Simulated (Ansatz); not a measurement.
# HfO2: an energy map of one atom

Aim: for HfO2, map the energy of atom 1 (Hf) over a plane.

Method: DFT r2SCAN, scalar-relativistic, plane waves, PAW, in Ansatz 0.2.0.

## 1. The system as given

Symmetry: Fm-3m, No. 225, cubic system. Conventional cell: a = 5.115 Å, b = 5.115 Å, c = 5.115 Å, α = 90.00°, β = 90.00°, γ = 90.00°. Hf (site symmetry m-3m) is surrounded by 8 O at 2.21 Å. Around O (site symmetry -43m) lie 4 Hf at 2.21 Å.

Structure file:

```cif
data_structure
_symmetry_space_group_name_H-M 'P 1'
_symmetry_Int_Tables_number 1
_cell_length_a 3.6169
_cell_length_b 3.6169
_cell_length_c 3.6169
_cell_angle_alpha 60.000
_cell_angle_beta 60.000
_cell_angle_gamma 60.000
_cell_volume 33.46
loop_
_atom_site_label
_atom_site_type_symbol
_atom_site_fract_x
_atom_site_fract_y
_atom_site_fract_z
_atom_site_occupancy
Hf1 Hf 0.00000 0.00000 0.00000 1
O1 O 0.25000 0.25000 0.25000 1
O2 O 0.75000 0.75000 0.75000 1
```

No relaxation comes first: the listed cell is the starting point.

## 2. The reference cell

Reference values: F = -16876.1609 eV; pressure -8.43 GPa; largest force 0.000 eV/Å; gap on the mesh 4.21 eV. It was computed beforehand with the settings of the runs below.

## 3. Setting up an energy map of one atom

Atom 1 (Hf) is moved by p along (1.000, 0.000, 0.000) and q along (0.000, 1.000, 0.000) (Å), all else fixed; its images in the other cells move with it. Points alike by symmetry are run once.

## 4. At p = -0.600, q = -0.600

input.yaml reads:

```yaml
crystal:
  lattice:
    - [0.0, 2.5575, 2.5575]
    - [2.5575, 0.0, 2.5575]
    - [2.5575, 2.5575, 0.0]
  atoms:
    - { symbol: Hf, position: [0.0, 0.0, -0.2346041056] }
    - { symbol: O, position: [0.25, 0.25, 0.25] }
    - { symbol: O, position: [0.75, 0.75, 0.75] }
basis:
  ecutwfc: 500
kpoints:
  mp_grid: { grid: [8, 8, 8] }
hamiltonian:
  xc: r2scan
scf:
  occupations: { method: gaussian, width: 0.05 }
output:
  forces: true
  stress: true
  eigenvalues: true
```

Started as:

```console
$ ansatz run input.yaml --threads 1 --pin off --max-ram 2560MiB --backend cpu --events-out ev --progress --plain --runs-dir out
```

## 5. p = -0.600, q = 0.000

input.yaml: that of step 4 with these lines changed.

```diff
@@ -6,3 +6,3 @@
   atoms:
-    - { symbol: Hf, position: [0.0, 0.0, -0.2346041056] }
+    - { symbol: Hf, position: [0.1173020528, -0.1173020528, -0.1173020528] }
     - { symbol: O, position: [0.25, 0.25, 0.25] }
```

## 6. At p = -0.600, q = -0.300

input.yaml: that of step 5 with these lines changed.

```diff
@@ -6,3 +6,3 @@
   atoms:
-    - { symbol: Hf, position: [0.1173020528, -0.1173020528, -0.1173020528] }
+    - { symbol: Hf, position: [0.0586510264, -0.0586510264, -0.1759530792] }
     - { symbol: O, position: [0.25, 0.25, 0.25] }
```

## 7. Point p = -0.300, q = 0.000

input.yaml: that of step 6 with these lines changed.

```diff
@@ -6,3 +6,3 @@
   atoms:
-    - { symbol: Hf, position: [0.0586510264, -0.0586510264, -0.1759530792] }
+    - { symbol: Hf, position: [0.0586510264, -0.0586510264, -0.0586510264] }
     - { symbol: O, position: [0.25, 0.25, 0.25] }
```

## 8. Point p = -0.300, q = -0.300

input.yaml: that of step 7 with these lines changed.

```diff
@@ -6,3 +6,3 @@
   atoms:
-    - { symbol: Hf, position: [0.0586510264, -0.0586510264, -0.0586510264] }
+    - { symbol: Hf, position: [0.0, 0.0, -0.1173020528] }
     - { symbol: O, position: [0.25, 0.25, 0.25] }
```

(Steps that only read results are left out.)

**Question.** What will these runs give? Wanted: highest point; lowest point away from the origin.

**Answer**, as computed:

| quantity | value |
| --- | --- |
| highest point | 5.903 eV/cell at (p, q) = (-0.600, -0.600) |
| lowest point away from the origin | 0.256 eV/cell at (-0.300, 0.000) |

**Reading.** No computed point lies below the origin. Read as harmonic, the points at ±0.300 Å give force constants of 5.68 eV/Å² along p and 5.68 eV/Å² along q, so the site is nearly isotropic in this plane. The gap on the mesh runs from 3.32 to 4.21 eV over the map. These runs have no spin-orbit coupling; with Hf it would split and shift bands. Where forces pass 15 eV/Å atoms stand far too close, the PAW spheres overlap strongly and those numbers are rough.

These are semilocal Kohn-Sham gaps, which aren't the measured quantity. Such gaps usually fall short of the measured ones.
